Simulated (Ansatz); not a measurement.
# Sn: LAPW beside PAW, part 2 of 2

Aim: solve Sn at one geometry with LAPW, all electrons, PAW with frozen cores and all-electron PAW on datasets made for the crystal, and see where they agree.

Ansatz 0.2.0; DFT LDA; a Materials Project cell. «Crystal datasets» are all-electron PAW datasets made for this crystal. The steps go on from the part before.

### 4 All-electron PAW on datasets made for the crystal

Contents of input.yaml:

```yaml
crystal:
  lattice:
    - [-1.69122, 1.954661, 2.10787]
    - [1.69122, -1.954661, 2.10787]
    - [1.69122, 1.954661, -2.10787]
  atoms:
    - { symbol: Sn, position: [0.0, 0.0, 0.0] }
kpoints:
  mp_grid: { grid: [13, 13, 13] }
  band_path:
    path:
      - [0.0, 0.0, 0.0]
      - [0.5, 0.5, -0.5]
      - [0.4109357672, 0.5890642328, -0.4109357672]
      - [-0.4109357672, 0.4109357672, 0.4109357672]
      - [0.0, 0.0, 0.0]
      - [0.4649786141, -0.4649786141, 0.4649786141]
      - [0.5350213859, 0.4649786141, -0.4649786141]
      - [0.5, 0.5, -0.5]
      - [0.0, 0.0, 0.0]
    npoints: 8
scf:
  occupations: { method: fermi_dirac, width: 0.08 }
hamiltonian:
  xc: lda
  pseudopotentials: { kind: all_electron, datasets: crystal }
output:
  forces: true
  stress: true
  eigenvalues: true
  efg: { contact_densities: true }
```

On the command line:

```sh
$ ansatz run input.yaml --threads 1 --pin off --max-ram 2048MiB --backend cpu --events-out ev --progress --plain --runs-dir out
```

What it wrote:

```text
hamiltonian.pseudopotentials.datasets: crystal makes datasets for this crystal and solves the spheres of its atoms anew in each pass: cutoff 240.0 eV, the density's 960.0 eV; for an error of 0.50 meV an atom under PBE, 0.5 meV for the cell; an energy difference from a run of another recipe may be off by several times the error for the cell, under r2SCAN by more, where some 0.1 meV an atom stays at smaller errors; Sn in spheres of 1.376 Å, 14 of its electrons in bands
Sn: output.efg is read without spin–orbit coupling, which moves field gradients at and beside such atoms by some per cent and up to a factor of two; PAW files take it under magnetization.noncollinear and magnetization.spin_orbit
Engine: ansatz 0.2.0
Pseudopotentials: kind: all_electron
Pseudopotential: Sn, paw, valence charge 14, recommended cutoff 240 eV (normal), Koelling and Harmon's equation, gaussian nucleus
Functional definition: SPW92
  exchange = slater_x
  correlation = pw_c
Crystal: 1 atoms, lattice volume = 27.872 Å³
Basis set: ecut = 240 eV, 233 PW (Γ)
Bands: 11, of which v1, the nominal top of the filled ones, is band 7 counted from 1 (6 counted from 0)
Symmetry: 8 space group operations
Space group: Immm (ITA 71), of the structure as read, at distance tolerance 3.0e-5 Å
k-points: 343 of 2197
Non-local potential: Sn, projectors of the file, l = 0: 1, l = 1: 1, l = 2: 2
PAW form: soft (Blöchl's): semilocal exchange-correlation on the pseudo side does not see the compensation charge
PAW one-centre angular grid: Sn, 590 points (default); XC on its mesh's 1863 points in the sphere
Initial density: superposition of atomic densities (neutral atoms: chi_scale 0, normalization atom)
Initial wavefunctions: pseudopotential atomic-orbital guess
Functional: x = slater, c = lda
iter 1 solved again at ethr=2.52e-4 eV; its pass at ethr=1.00e-1 eV (dr2=3.52e-2 eV) is discarded
SCF iter   1: F=—  HF=-167944.889054 eV  |F-HF|=—  |Δ(HF+E_count)|=         —  Δρ=9.61e-3  dr2=3.32e-2  ethr=2.52e-4  ⟨swp⟩=4.4  Hψ=23168  notcnv=0
preconditioner: auto → none  [metal: Δε(μ)=0.001 eV  Ē_g=22.654 eV  σ=0.080 eV  W_gap=0.00  n_scr=8 (ndim 8)  ℏωp=26.3 eV  f_vac=0.000  D(μ)=0.58/eV (n_scr^D=0)  sad-step TF]
SCF iter   2: F=—  HF=-167944.871377 eV  |F-HF|=—  |Δ(HF+E_count)|=   1.77e-2  Δρ=6.33e-3  dr2=1.48e-2  ethr=2.37e-4  ⟨swp⟩=2.0  Hψ=6291  notcnv=0  defer=3
iter 3 solved again at ethr=7.49e-7 eV; its pass at ethr=1.06e-4 eV (dr2=1.05e-4 eV) is discarded
SCF iter   3: F=—  HF=-167944.859410 eV  |F-HF|=—  |Δ(HF+E_count)|=   1.20e-2  Δρ=5.57e-4  dr2=9.66e-5  ethr=7.49e-7  ⟨swp⟩=2.7  Hψ=17039  notcnv=0  defer=1
SCF iter   4: F=—  HF=-167944.859362 eV  |F-HF|=—  |Δ(HF+E_count)|=   4.86e-5  Δρ=1.74e-4  dr2=6.22e-6  ethr=6.90e-7  ⟨swp⟩=3.0  Hψ=7773  notcnv=0  defer=1
SCF iter   5: F=—  HF=-167944.859365 eV  |F-HF|=—  |Δ(HF+E_count)|=   3.32e-6  Δρ=1.76e-5  dr2=1.15e-7  ethr=4.45e-8  ⟨swp⟩=3.0  Hψ=8560  notcnv=0  defer=1
SCF iter   6: F=—  HF=-167944.859365 eV  |F-HF|=—  |Δ(HF+E_count)|=   3.32e-7  Δρ=1.20e-5  dr2=4.60e-8  ethr=8.18e-10  ⟨swp⟩=3.0  Hψ=8699  notcnv=0
SCF iter   7: F=-167944.859365 eV  HF=-167944.859365 eV  |F-HF|=9.02e-10  |Δ(HF+E_count)|=   7.14e-8  Δρ=1.49e-6  dr2=4.80e-10  ethr=3.29e-10  ⟨swp⟩=3.0  Hψ=8697  notcnv=0
SCF 1 converged in 7 iterations: F = -167944.859365 eV  dr2 = 4.80e-10
  Residual-converged pass: ⟨swp⟩=2.0  Hψ=4783  notcnv=0  max |occ|·‖R‖ = 3.7e-6 eV (tolerance 3.7e-6 eV)  dr2=4.53e-10  dr2_onsite=1.27e-9  max |Δocc| = 3.0e-10
NSCF: frozen V_eff on 65 k-points
SCF converged after 7 iterations
Free energy (F): -167944.859365 eV
Harris-Foulkes:  -167944.859365 eV  (|F-HF|=9.02e-10)
Internal energy: -167944.847132 eV  (E = F + TS)
E sigma→0 (E₀):  -167944.853248 eV
Entropy (-TS):   -0.012233 eV (-12.233 meV/atom)
Past the cutoff: the bands carry plane waves up to 1.75 times it, of which those up to 1.5 times it add -0.000426 eV an atom, each by itself; the spheres take 0.000969 eV an atom off the energy for waves past 1.75 times it
By the cutoff:   a pressure is off by up to 0.011 GPa (1.2 times the spheres' own share and the shells' term, over an atom's volume, and 0.004 GPa: a bound that held against runs at twice the plane waves)
Past the cutoffs: a stress includes 0.0026 GPa for waves and charges beyond them, in addition to the slope of what the spheres take
In the spheres:  the bands' charges fall short by 1.1e-6 e at most (sound up to 1e-3)
Fermi energy:    13.046562 eV
--- Per-component energies (eV) ---
  The terms above E_closure are by the made datasets' own strengths, without shells solved beside the bands.
--- Forces (eV/Å), atoms counted from 1 ---
  atom   1  Sn     0.00000000     0.00000000     0.00000000
  max |Σ_I F_I| component: 2.47e-32 eV/Å
--- Stress (GPa, compression-positive) ---
       -3.627291       0.000000       0.000000
        0.000000      -3.613315       0.000000
        0.000000       0.000000      -4.343989
  P = ⅓ Tr σ = -3.8615 GPa (-38.615 kbar)
--- PAW observables at the nuclei: V_zz in 10²¹ V/m², potentials from the cell's mean, atoms counted from 1 ---
  atom   1  Sn V_zz =    +1.004615   η = 0.9356   by run symmetry: allowed
            electrostatic potential = -8169.782627 V   contact ρ = 1231399.357977 e/Å³
--- Band table (eV; the first three rows and the last of 343) ---
  k-point 0: bands = ["-8.4192", "-8.3618", "-8.3461", "-8.3357", "-8.2428", "2.0551", "19.6421", "19.7858", "21.6904", "23.4835"]
  k-point 1: bands = ["-8.4141", "-8.3591", "-8.3462", "-8.3296", "-8.2453", "2.1957", "19.2310", "19.2859", "20.9011", "23.5579"]
  k-point 2: bands = ["-8.4104", "-8.3487", "-8.3409", "-8.3116", "-8.2512", "2.6181", "18.0567", "18.3134", "19.2981", "22.5173"]
  k-point 342: bands = ["-8.4358", "-8.3915", "-8.2227", "-8.2116", "-8.1894", "9.4017", "11.0992", "12.2580", "14.3649", "16.4480"]
```

Wall time 23 s (1 thread of Intel Xeon 6975P-C (Granite Rapids), shared host); peak memory 0.49 GiB.

This run gives: pressure -3.86 GPa; no gap; Vzz Sn 1.00 (η = 0.94) (10²¹ V/m²).

```
atom  contact density (e/Å³)
  Sn                 1231399
```

### 5 Side by side

```
          method  pressure (GPa)  Vzz Sn (10²¹ V/m²)  SCF cycles, all passes
            LAPW           -3.86                   –                       7
             PAW           -3.87                1.02                       7
crystal datasets           -3.86                1.00                       7
```

### 6 What came out

This closing draws on all 2 parts.

| quantity | value |
| --- | --- |
| pressure | LAPW -3.86, PAW -3.87, crystal datasets -3.86 GPa |
| gap (LAPW) | none |

The pressure of -3.9 GPa pushes the cell to shrink, with the atoms held in place. Bands cross the Fermi level: the crystal is a metal at this level. Sn 5p carries the largest share, 86 %, of the projected states within 0.3 eV of the Fermi level. The projection holds only the free atom's occupied shells (Sn 5s, Sn 5p in this range). The field gradient at Sn, the largest by crystal datasets, is 1.02 by PAW and 1.00 by crystal datasets (10²¹ V/m²), within 5 %. No spin–orbit coupling: at heavy atoms the gradients can be off by tens of per cent for that reason. In pressure, PAW differs from LAPW by less than 0.01 GPa. The price, with the outputs that each input asks for: 16 s for LAPW against 8.6 s for PAW, about 1.9 to one.
